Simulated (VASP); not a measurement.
# PbO (F-43m) in VASP: further runs

The runs below take PbO through single point, with PBEsol.

Program: VASP 6.6.1. These are calculated values, not measurements. Logs are shortened: lines on timing, memory, paths and dates and some standing lists are left out, and cuts for length are marked.

### Step 1. The structure

It takes space group F-43m (No. 216, cubic). The conventional cell has a = 5.465 Å, b = 5.465 Å, c = 5.465 Å, α = 90.00°, β = 90.00°, γ = 90.00°. Pb (site symmetry -43m) has 4 O at 2.37 Å as nearest neighbours. O (site symmetry -43m) is surrounded by 4 Pb at 2.37 Å.

Measurements of this composition are mostly on another form, of space group No. 129.

### Step 2. Single point, PBEsol

File INCAR:

```
SYSTEM = PbO
ALGO     = Fast           ! electronic algorithm
EDIFF    = 1E-6           ! SCF threshold, eV
ENCUT    = 520            ! plane-wave cutoff, eV
GGA      = PS             ! functional
ISIF     = 2              ! what is computed and relaxed
ISMEAR   = 0              ! smearing method
LASPH    = .True.         ! aspherical terms in the spheres
LCHARG   = .False.        ! write CHGCAR
LREAL    = .False.        ! projectors in reciprocal space
LWAVE    = .False.        ! write WAVECAR
NBANDS   = 17             ! bands
NELM     = 80             ! most SCF steps
PREC     = Accurate       ! precision mode
SIGMA    = 0.02           ! smearing width, eV
```

File KPOINTS:

```
k-points
0
Gamma
  12 12 12
  0 0 0
```

File POSCAR:

```
PbO
1.0
    0.0000000000      2.7323000000      2.7323000000
    2.7323000000      0.0000000000      2.7323000000
    2.7323000000      2.7323000000      0.0000000000
Pb O
1 1
Direct
    0.0000000000      0.0000000000      0.0000000000
    0.2500000000      0.2500000000      0.2500000000
```

Potentials or basis: VASP PAW PBE potentials, release 64 (Pb_d, O).

The run is started by

```console
$ cat potpaw_PBE.64/Pb_d/POTCAR potpaw_PBE.64/O/POTCAR > POTCAR
$ mpirun -np 1 vasp_std > vasp.out
```

OUTCAR:

```text
SYSTEM = PbO
   EDIFF = 1E-6
   ENCUT = 520
   GGA = PS
   ISIF = 2
   ISMEAR = 0
   LASPH = .True.
   LREAL = .False.
   NELM = 80
   PREC = Accurate

 ion  position               nearest neighbor table
   1  0.000  0.000  0.000-   2 2.37   2 2.37   2 2.37   2 2.37
   2  0.250  0.250  0.250-   1 2.37   1 2.37   1 2.37   1 2.37

  LATTYP: Found a face centered cubic cell.
 ALAT       =     5.4646000000

  Lattice vectors:

 A1 = (   0.0000000000,   2.7323000000,   2.7323000000)
 A2 = (   2.7323000000,   0.0000000000,   2.7323000000)
 A3 = (   2.7323000000,   2.7323000000,   0.0000000000)

Analysis of symmetry for initial positions (statically):
=====================================================================
 Subroutine PRICEL returns:
 Original cell was already a primitive cell.

 Routine SETGRP: Setting up the symmetry group for a
 face centered cubic supercell.

 Subroutine GETGRP returns: Found 24 space group operations
 (whereof 24 operations were pure point group operations)
 out of a pool of 48 trial point group operations.

The static configuration has the point symmetry T_d .

Analysis of symmetry for dynamics (positions and initial velocities):
=====================================================================
 Subroutine PRICEL returns:
 Original cell was already a primitive cell.

 Routine SETGRP: Setting up the symmetry group for a
 face centered cubic supercell.

 Subroutine GETGRP returns: Found 24 space group operations
 (whereof 24 operations were pure point group operations)
 out of a pool of 48 trial point group operations.

The dynamic configuration has the point symmetry T_d .

 Subroutine INISYM returns: Found 24 space group operations
 (whereof 24 operations are pure point group operations),
 and found     1 'primitive' translations

----------------------------------------------------------------------------------------

                                     Primitive cell

  volume of cell :      40.7958

  direct lattice vectors                    reciprocal lattice vectors
     0.000000000  2.732300000  2.732300000    -0.182996011  0.182996011  0.182996011
     2.732300000  0.000000000  2.732300000     0.182996011 -0.182996011  0.182996011
     2.732300000  2.732300000  0.000000000     0.182996011  0.182996011 -0.182996011

  length of vectors
     3.864055716  3.864055716  3.864055716     0.316958388  0.316958388  0.316958388

  position of ions in fractional coordinates (direct lattice)
     0.000000000  0.000000000  0.000000000
     0.250000000  0.250000000  0.250000000

  ion indices of the primitive-cell ions
   primitive index   ion index
                 1           1
                 2           2

----------------------------------------------------------------------------------------

 KPOINTS: k-points

Automatic generation of k-mesh.
 Grid dimensions read from file:
 generate k-points for:   12   12   12

 Generating k-lattice:

  Cartesian coordinates                     Fractional coordinates (reciprocal lattice)
    -0.015249668  0.015249668  0.015249668     0.083333333  0.000000000  0.000000000
     0.015249668 -0.015249668  0.015249668     0.000000000  0.083333333  0.000000000
     0.015249668  0.015249668 -0.015249668     0.000000000  0.000000000  0.083333333

  Length of vectors
     0.026413199  0.026413199  0.026413199

  Shift w.r.t. Gamma in fractional coordinates (k-lattice)
     0.000000000  0.000000000  0.000000000

 Subroutine IBZKPT returns following result:
 ===========================================

 Found     72 irreducible k-points:

 Following reciprocal coordinates:
            Coordinates               Weight
  0.000000  0.000000  0.000000      1.000000
  0.083333  0.000000  0.000000      8.000000
  0.166667  0.000000  0.000000      8.000000
  0.250000  0.000000  0.000000      8.000000
  0.333333  0.000000  0.000000      8.000000
  0.416667  0.000000  0.000000      8.000000
[... 16 lines left out ...]
  0.500000  0.166667  0.000000     24.000000
 -0.416667  0.166667  0.000000     24.000000
 [... further k-points ...]
   k-points           NKPTS =     72   k-points in BZ     NKDIM =     72   number of bands    NBANDS=     17
   number of dos      NEDOS =    301   number of ions     NIONS =      2
   total plane-waves  NPLWV =  27000
   dimension x,y,z NGX =    30 NGY =   30 NGZ =   30
   dimension x,y,z NGXF=    60 NGYF=   60 NGZF=   60
   ions per type =               1   1
   NGX,Y,Z   is equivalent  to a cutoff of  12.91, 12.91, 12.91 a.u.
   NGXF,Y,Z  is equivalent  to a cutoff of  25.81, 25.81, 25.81 a.u.
 SYSTEM =  PbO
   PREC   = accura    normal or accurate (medium, high low for compatibility)
   ISTART =      0    job   : 0-new  1-cont  2-samecut
   ICHARG =      2    charge: 1-file 2-atom 10-const
   ISPIN  =      1    spin polarized calculation?
   LNONCOLLINEAR =      F non collinear calculations
   LSORBIT =      F    spin-orbit coupling
   LASPH  =      T    aspherical Exc in radial PAW
   ENCUT  =  520.0 eV  38.22 Ry    6.18 a.u.   7.18  7.18  7.18*2*pi/ulx,y,z
   NELM   =     80;   NELMIN=  2; NELMDL= -5     # of ELM steps
   EDIFF  = 0.1E-05   stopping-criterion for ELM
   LREAL  =      F    real-space projection
   EDIFFG = 0.1E-04   stopping-criterion for IOM
   NSW    =      0    number of steps for IOM
   IBRION =     -1    ionic relax: 0-MD 1-quasi-New 2-CG
   NFREE  =      0    steps in history (QN), initial steepest desc. (CG)
   ISIF   =      2    stress and relaxation
   ISYM   =      2    0-nonsym 1-usesym 2-fastsym
   POTIM  = 0.5000    time-step for ionic-motion
   TEBEG  =    0.0;   TEEND  =   0.0 temperature during run
   PSTRESS=    0.0 pullay stress
   NELECT =      20.0000    total number of electrons
   NUPDOWN=      -1.0000    fix difference up-down
   EMIN   =  10.00;   EMAX   =-10.00  energy-range for DOS
   EFERMI =   0.00;   METHOD = LEGACY
   ISMEAR =     0;   SIGMA  =   0.02  broadening in eV -4-tet -1-fermi 0-gaus
   EFERMI_NEDOS =   21; number of points for ismear=-14 and -15
   IALGO  =     68    algorithm
   IMIX   =      4    mixing-type and parameters
     AMIX     =   0.40;   BMIX     =  1.00
     AMIX_MAG =   1.60;   BMIX_MAG =  1.00
  volume/ion in A,a.u.               =      20.40       137.65
  Fermi-wavevector in a.u.,A,eV,Ry     =   1.290862  2.439375 22.671720  1.666324
  Thomas-Fermi vector in A             =   2.422667
   LORBIT       =      0    0 simple, 1 ext, 2 COOP (PROOUT), +10 PAW based schemes
   GGA     = PS    functional components
   LHFCALC =     F    Hartree Fock is set to
   AEXX    =    0.0000 exact exchange contribution
   IVDW    =     0    specifies the selected vdW correction
   LEPSILON=     F    determine dielectric tensor
   LRPA    =     F    only Hartree local field effects (RPA)
 non-spin polarized calculation
 RMM-DIIS sequential band-by-band and
 Gauss-broadening in eV      SIGMA  =   0.02
  energy-cutoff  :      520.00
  volume of cell :       40.80
 maximum number of plane-waves:      1113
 NGX is ok and might be reduce to    30
   NGX = 15   NGY = 15   NGZ = 15

 number of electron      19.9999996 magnetization

 Free energy of the ion-electron system (eV)
  ---------------------------------------------------
  ext. energy  EPLUGINS =         0.00000000
  ---------------------------------------------------
  free energy    TOTEN  =       -10.92488450 eV

  energy without entropy =      -10.92488450  energy(sigma->0) =      -10.92488450

 E-fermi :   5.4621     XC(G=0):  -9.9456

 val. band max:        5.3955652176   @ k =  -0.2500   0.5000   0.2500
 cond. band min:       5.5266146206   @ k =   0.5000   0.5000   0.0000
 fundamental gap:      0.1310494030
 Fermi energy:         5.4621071387

 k-point     1 :       0.0000    0.0000    0.0000
  band No.  band energies     occupation
      1     -12.8421      2.00000
      2     -11.0872      2.00000
      3     -11.0872      2.00000
      4     -11.0872      2.00000
      5     -10.9418      2.00000
      6     -10.9418      2.00000
[... 9 lines left out ...]
     16      17.5437      0.00000
     17      17.5441      0.00000

 k-point     2 :       0.0833    0.0000    0.0000
  band No.  band energies     occupation
      1     -12.8440      2.00000
      2     -11.0813      2.00000
      3     -11.0813      2.00000
      4     -11.0449      2.00000
      5     -10.9420      2.00000
      6     -10.9420      2.00000
[... 9 lines left out ...]
     16      17.3367      0.00000
     17      17.3367      0.00000

 k-point     3 :       0.1667    0.0000    0.0000
  band No.  band energies     occupation
      1     -12.8508      2.00000
      2     -11.0670      2.00000
      3     -11.0670      2.00000
      4     -10.9405      2.00000
      5     -10.9405      2.00000
      6     -10.9213      2.00000
[... 9 lines left out ...]
     16      17.0195      0.00000
     17      17.1751      0.00000

 k-point     4 :       0.2500    0.0000    0.0000
  band No.  band energies     occupation
      1     -12.8651      2.00000
      2     -11.0532      2.00000
      3     -11.0532      2.00000
      4     -10.9324      2.00000
      5     -10.9324      2.00000
      6     -10.7328      2.00000
[... 9 lines left out ...]
     16      16.9026      0.00000
     17      18.3466      0.00000
[... 343 lines left out ...]
      1     -12.8942      2.00000
      2     -11.0334      2.00000
      3     -11.0091      2.00000
      4     -10.9502      2.00000
      5     -10.8956      2.00000
      6     -10.3599      2.00000
[... 9 lines left out ...]
     16      18.5445      0.00000
     17      19.5894      0.00000

 k-point    23 :       0.5000    0.1667    0.0000
  band No.  band energies     occupation
      1     -12.9046      2.00000
      2     -11.0388      2.00000
      3     -11.0105      2.00000
      4     -10.9321      2.00000
      5     -10.8934      2.00000
      6     -10.2226      2.00000
[... 9 lines left out ...]
     16      18.2303      0.00000
     17      19.7339      0.00000

 k-point    24 :      -0.4167    0.1667    0.0000
  band No.  band energies     occupation
      1     -12.9058      2.00000
      2     -11.0412      2.00000
      3     -11.0127      2.00000
      4     -10.9196      2.00000
      5     -10.9048      2.00000
      6     -10.1975      2.00000
[... 9 lines left out ...]
     16      17.6394      0.00000
     17      20.0777      0.00000

 [... further k-points ...]

------------------------ aborting loop because EDIFF is reached ----------------------------------------

  FORCE on cell =-STRESS in cart. coord.  units (eV):
  Direction    XX          YY          ZZ          XY          YZ          ZX
  --------------------------------------------------------------------------------------
  -------------------------------------------------------------------------------------
  Total        1.1639528      1.1639528      1.1639528     -0.0000000      0.0000000     -0.0000000
  in kB       45.7120636     45.7120636     45.7120636     -0.0000000      0.0000000     -0.0000000
  external PRESSURE =      45.7120636 kB  Pullay stress =       0.0000000 kB

 VOLUME and BASIS-vectors are now :
 -----------------------------------------------------------------------------
  energy-cutoff  :      520.00
  volume of cell :       40.80
      direct lattice vectors                 reciprocal lattice vectors
     0.000000000  2.732300000  2.732300000    -0.182996011  0.182996011  0.182996011
     2.732300000  0.000000000  2.732300000     0.182996011 -0.182996011  0.182996011
     2.732300000  2.732300000  0.000000000     0.182996011  0.182996011 -0.182996011

 POSITION                                       TOTAL-FORCE (eV/Angst)
 -----------------------------------------------------------------------------------
      0.00000      0.00000      0.00000         0.000000     -0.000000      0.000000
      1.36615      1.36615      1.36615        -0.000000      0.000000     -0.000000
 -----------------------------------------------------------------------------------
    total drift:                               -0.000000     -0.000000     -0.000000

  FREE ENERGIE OF THE ION-ELECTRON SYSTEM (eV)
  ---------------------------------------------------
  free  energy   TOTEN  =       -10.9248844983 eV

  energy  without entropy=      -10.9248844971  energy(sigma->0) =      -10.92488450
```

It took 49 s on 1 thread of Intel Xeon Platinum 8488C (Sapphire Rapids), shared host; peak memory 0.19 GiB.

Results:

| Item | Value |
| --- | --- |
| Free energy | -10.9249 eV |
| Pressure | 4.6 GPa |
| Band gap on the k mesh | 0.13 eV, indirect (least direct gap 0.32 eV) |

Levels at points of the mesh, in eV from the valence-band top:
```csv
k point,band 8,band 9,band 10,band 11,band 12,band 13
"(0.00, 0.00, 0.00)",-2.66,-2.66,-2.66,5.39,5.39,5.39
"(0.50, 0.00, 0.00)",-3.19,-3.19,-2.43,2.29,5.60,5.60
"(0.50, 0.50, 0.00)",-4.06,-4.06,-0.19,0.13,6.06,6.06
```

Caveat: the PAW data sets were made with another functional, which shifts forces and pressure a little; spin-orbit coupling is left out, which as a rule narrows the gap of such compounds by several tenths of an eV. A k mesh can miss the band edges.

### Step 3. Single point, PBEsol

This run uses another cell than the first one, of 21.52 Å³/atom, 1.055 times its volume.

File INCAR:

```
SYSTEM = PbO
  ALGO = Fast
  EDIFF = 1E-6
  ENCUT = 520
  GGA = PS
  ISIF = 2
  ISMEAR = 0
  LASPH = .True.
  LCHARG = .False.
  LREAL = .False.
  LWAVE = .False.
  NBANDS = 17
  NELM = 60
  PREC = Accurate
  SIGMA = 0.05
```

File KPOINTS:

```
k-points
0
Gamma
  6 6 6
  0 0 0
```

File POSCAR:

```
PbO
1.0
    0.0000000000      2.7813271868      2.7813271868
    2.7813271868      0.0000000000      2.7813271868
    2.7813271868      2.7813271868      0.0000000000
Pb O
1 1
Direct
    0.0000000000      0.0000000000      0.0000000000
    0.2500000000      0.2500000000      0.2500000000
```

Potentials or basis: VASP PAW PBE potentials, release 64 (Pb_d, O).

The run is started by

```console
$ cat potpaw_PBE.64/Pb_d/POTCAR potpaw_PBE.64/O/POTCAR > POTCAR
$ mpirun -np 1 vasp_std > vasp.out
```

It took 18 s on 1 thread of Intel Xeon Platinum 8488C (Sapphire Rapids), shared host; peak memory 0.16 GiB.

Results (log left out):

```yaml
Free_energy: -10.9602 eV
Pressure: 0.3 GPa
Band_gap_on_the_k_mesh: 0.34 eV, indirect (least direct gap 0.48 eV)
```

Levels at points of the mesh, in eV from the valence-band top:
```csv
k point,band 8,band 9,band 10,band 11,band 12,band 13
"(0.00, 0.00, 0.00)",-2.35,-2.35,-2.35,5.31,5.31,5.31
"(0.50, 0.00, 0.00)",-2.83,-2.83,-2.26,2.40,5.52,5.52
"(0.50, 0.50, 0.00)",-3.64,-3.64,-0.14,0.34,5.94,5.94
```

Caveat: the PAW data sets were made with another functional, which shifts forces and pressure a little; spin-orbit coupling is left out, which as a rule narrows the gap of such compounds by several tenths of an eV.
